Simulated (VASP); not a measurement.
# O (C2/m) in VASP: settings compared, part 2 of 2

VASP 6.6.1.

## 4. Single point, PBE

INCAR reads:

```
ALGO = Fast ; EDIFF = 1E-6
ENCUT = 450 ; GGA = PE
ISIF = 2 ; ISMEAR = 0
LASPH = True ; LCHARG = False
LREAL = False ; LWAVE = False
NBANDS = 13 ; NELM = 60
PREC = Accurate ; SIGMA = 0.02
```

KPOINTS reads:

```
k-points
0
Gamma
  5 5 4
```

POSCAR reads:

```
O
1.0
    2.8514028533     -1.6624159400      0.0000000000
    2.8514028533      1.6624159400      0.0000000000
   -2.3944914034      0.0000000000      3.6470501824
O
2
Direct
    0.9745461700      0.9745461700      0.8444259800
    0.0254538300      0.0254538300      0.1555740200
```

Potentials or basis: VASP PAW PBE potentials, release 64 (O_GW).

Run with:

```bash
cat potpaw_PBE.64/O_GW/POTCAR > POTCAR
mpirun -np 1 vasp_std > vasp.out
```

OUTCAR:

```text
EDIFF = 1E-6
   ENCUT = 450
   GGA = PE
   ISIF = 2
   ISMEAR = 0
   LASPH = True
   LREAL = False
   NELM = 60
   PREC = Accurate

 ion  position               nearest neighbor table
   1  0.975  0.975  0.844-   2 1.22
   2  0.025  0.025  0.156-   1 1.22

  LATTYP: Found a base centered monoclinic cell.
 ALAT       =     5.7028057066
 B/A-ratio  =     0.5830168607
 C/A-ratio  =     0.7650377976
 COS(beta)  =    -0.5488350190

  Lattice vectors:

 A1 = (   2.8514028533,  -1.6624159400,   0.0000000000)
[... 563 lines left out ...]
      8       5.2507      0.00000
      9       8.2735      0.00000
     10      12.4699      0.00000
     11      13.4097      0.00000
     12      15.4425      0.00000
     13      17.0476      0.00000

 [... further k-points ...]
[... 5 lines left out ...]
  --------------------------------------------------------------------------------------
  -------------------------------------------------------------------------------------
  Total       -0.5038781     -1.2942961     -0.6022446      0.0000000      0.0000000     -0.0238696
  in kB      -23.3488816    -59.9755479    -27.9070223      0.0000000      0.0000000     -1.1060762
  external PRESSURE =     -37.0771506 kB  Pullay stress =       0.0000000 kB

 VOLUME and BASIS-vectors are now :
 -----------------------------------------------------------------------------
  energy-cutoff  :      450.00
  volume of cell :       34.58
      direct lattice vectors                 reciprocal lattice vectors
     2.851402853 -1.662415940  0.000000000     0.175352283 -0.300767087  0.115128532
     2.851402853  1.662415940  0.000000000     0.175352283  0.300767087  0.115128532
    -2.394491403  0.000000000  3.647050182     0.000000000  0.000000000  0.274194198

 POSITION                                       TOTAL-FORCE (eV/Angst)
 -----------------------------------------------------------------------------------
      3.53568      0.00000      3.07966        -0.058974      0.000000     -0.476506
     -0.22736      0.00000      0.56739         0.058974      0.000000      0.476506
 -----------------------------------------------------------------------------------
    total drift:                                0.000000     -0.000000      0.000000

  FREE ENERGIE OF THE ION-ELECTRON SYSTEM (eV)
  ---------------------------------------------------
  free  energy   TOTEN  =        -9.0905415463 eV

  energy  without entropy=       -9.0888355097  energy(sigma->0) =       -9.08968853
```

stdout:

```text
POSCAR found type information on POSCAR O
 POSCAR found :  1 types and       2 ions
 scaLAPACK will be used
 LDA part: xc-table for (Slater+PW92), standard interpolation
 POSCAR, INCAR and KPOINTS ok, starting setup
 FFT: planning ... GRIDC
 FFT: planning ... GRID_SOFT
 FFT: planning ... GRID
 WAVECAR not read
 entering main loop
```

Run time: 19 s. Hardware: 1 thread of AMD EPYC 7R43 (Zen 3), shared host; peak memory 0.1 GiB.

What came out:

```yaml
Free_energy: -9.0905 eV
Largest_force: 0.480 eV/Å
Band_gap_on_the_k_mesh: none (metal or under the smearing width)
```

Forces on the atoms (eV/Å):
```
O   -0.059  0.000 -0.477
O    0.059  0.000  0.477
```

Caveat: the k mesh is coarse (spacing up to 0.46 Å⁻¹), so the values aren't converged; the cutoff is under 1.25 times the usual one of these potentials, so pressure, stress and relaxed cells hold a basis-set (Pulay) error; the standard files for N, O and F lose accuracy on very short bonds; spin is off for a triplet molecule.

## 5. Single point, PBEsol

INCAR reads:

```
SYSTEM = O
PREC = Accurate
ENCUT = 520
EDIFF = 1E-6
ISMEAR = 0
SIGMA = 0.02
LREAL = .FALSE.
LASPH = .TRUE.
NELM = 80
ALGO = Normal
ISIF = 2
LWAVE = .FALSE.
LCHARG = .TRUE.
GGA = PS
LELF = .TRUE.
LVHAR = .TRUE.
```

KPOINTS reads:

```
regular mesh
0
G
  10 10 7
  0 0 0
```

POSCAR is that of step 4.

Potentials or basis: VASP PAW PBE potentials, release 64 (O).

Run with:

```bash
cat potpaw_PBE.64/O/POTCAR > POTCAR
mpirun -np 1 vasp_std > vasp.out
```

Wall time 33 s (1 thread of Intel Xeon Platinum 8488C (Sapphire Rapids), shared host); peak memory 0.19 GiB.

It converged, with:

- Free energy: -9.4741 eV
- Pressure: -1.9 GPa
- Largest force: 0.441 eV/Å
- Band gap on the k mesh: none (metal or under the smearing width)

Forces in eV/Å, atoms in the order of the input:
```
O   -0.020  0.000 -0.440
O    0.020  0.000  0.440
```

Stress tensor (GPa, compression positive):
```
-0.34  0.00  0.03
 0.00 -4.28  0.00
 0.03  0.00 -1.17
```

Levels at points of the mesh, in eV from the Fermi level:
```
           k point  band 2  band 3  band 4  band 5  band 6  band 7  band 8  band 9  band 10
(0.00, 0.00, 0.00)  -13.68   -7.82   -6.32   -6.27   -0.11    0.16    6.65   10.40    14.18
(0.50, 0.00, 0.00)  -13.72   -7.43   -7.32   -6.44   -0.30    0.12    9.71   10.69    11.19
(0.50, 0.50, 0.00)  -13.90   -7.33   -7.10   -6.66   -0.03    0.35    9.70   10.55    11.47
```

Caveat: the standard files for N, O and F lose accuracy on very short bonds; spin is off for a triplet molecule; the PAW data sets were made with another functional, which shifts forces and pressure a little.

## 6. Single point, PBEsol

run.py reads:

```python
from ase.calculators.vasp import Vasp
from ase.dft.bandgap import bandgap
from ase.io import read

atoms = read('O.cif')
calc = Vasp(
    directory='calc',
    xc='pbesol',
    pp='PBE',
    setups='materialsproject',
    prec='Accurate',
    encut=520,
    ediff=1e-06,
    ismear=0,
    sigma=0.02,
    lreal=False,
    lasph=True,
    nelm=100,
    algo='Normal',
    isif=2,
    lwave=False,
    lcharg=False,
    kpts=[10, 10, 7],
    gamma=True,
    nbands=13,
)
atoms.calc = calc

print('energy (eV):', atoms.get_potential_energy())
print('free energy (eV):', atoms.get_potential_energy(force_consistent=True))
print('forces (eV/A):')
print(atoms.get_forces())
print('stress (eV/A^3, Voigt):', atoms.get_stress())
print('Fermi level (eV):', calc.get_fermi_level())
gap, top, bottom = bandgap(calc)
print('band gap (eV):', gap, 'from (spin, k, band)', top, 'to', bottom)
```

O.cif reads:

```cif
data_O
_cell_length_a 3.30062494
_cell_length_b 3.30062494
_cell_length_c 4.36286192
_cell_angle_alpha 118.30320131
_cell_angle_beta 118.30320131
_cell_angle_gamma 60.48581270
_space_group_name_H-M_alt 'P1'
_space_group_name_Hall 'P 1'
_space_group_IT_number 1
loop_
_space_group_symop_operation_xyz
'x,y,z'
loop_
_atom_site_label
_atom_site_type_symbol
_atom_site_symmetry_multiplicity
_atom_site_Wyckoff_symbol
_atom_site_fract_x
_atom_site_fract_y
_atom_site_fract_z
_atom_site_occupancy
O1 O 1 a 0.9745461700 0.9745461700 0.8444259800 1
O2 O 1 a 0.0254538300 0.0254538300 0.1555740200 1
```

Potentials or basis: VASP PAW PBE potentials, release 64 (O).

Run with:

```bash
python run.py
```

It took 41 s on 1 thread of Intel Xeon Platinum 8488C (Sapphire Rapids), shared host; peak memory 0.2 GiB.

Results (log left out):

```yaml
Free_energy: -9.4741 eV
Pressure: -1.9 GPa
Largest_force: 0.441 eV/Å
Band_gap_on_the_k_mesh: none (metal or under the smearing width)
```

Forces on the atoms (eV/Å):
```
O   -0.017 -0.010 -0.440
O    0.017  0.010  0.440
```

Stress tensor (GPa, compression positive):
```
-1.34  1.71  0.02
 1.71 -3.28  0.01
 0.02  0.01 -1.17
```

Levels at points of the mesh, in eV from the Fermi level:
```tsv
k point	band 3	band 4	band 5	band 6	band 7	band 8	band 9	band 10
(0.00, 0.00, 0.00)	-7.82	-6.32	-6.27	-0.11	0.16	6.65	10.40	14.18
(0.50, 0.00, 0.00)	-7.43	-7.32	-6.44	-0.30	0.12	9.71	10.69	11.19
(0.50, 0.50, 0.00)	-7.33	-7.10	-6.66	-0.03	0.35	9.70	10.55	11.47
```

Caveat: the standard files for N, O and F lose accuracy on very short bonds; spin is off for a triplet molecule; the PAW data sets were made with another functional, which shifts forces and pressure a little.

## 7. The runs side by side

| level | potentials or basis | k mesh | cutoff (eV) | mesh quality | gap on the mesh (eV) | pressure (GPa) | largest force (eV/Å) |
| --- | --- | --- | --- | --- | --- | --- | --- |
| PBE | VASP PAW PBE potentials, release 64 (O_GW) | 4 × 4 × 3 | 500 | coarse | none | -1.7 | 0.45 |
| PBE | VASP PAW PBE potentials, release 64 (O_GW) | 5 × 5 × 4 | 500 | coarse | none | -1.7 | 0.44 |
| PBE | VASP PAW PBE potentials, release 64 (O_GW) | 5 × 5 × 4 | 450 | coarse | none | - | 0.48 |
| PBEsol | VASP PAW PBE potentials, release 64 (O) | 10 × 10 × 7 | 520 | not flagged | none | -1.9 | 0.44 |

Alike in all rows: task single point; no spin polarisation; cell as given; smearing gaussian 0.02 eV.

Caveats: some runs use coarse meshes; the standard files for N, O and F lose accuracy on very short bonds; spin is off for a triplet molecule; the cutoff is under 1.25 times the usual one of these potentials, so pressure, stress and relaxed cells hold a basis-set (Pulay) error (some runs); the PAW data sets were made with another functional, which shifts forces and pressure a little (some runs).

Absolute energies hang on the potentials; compare differences alone.
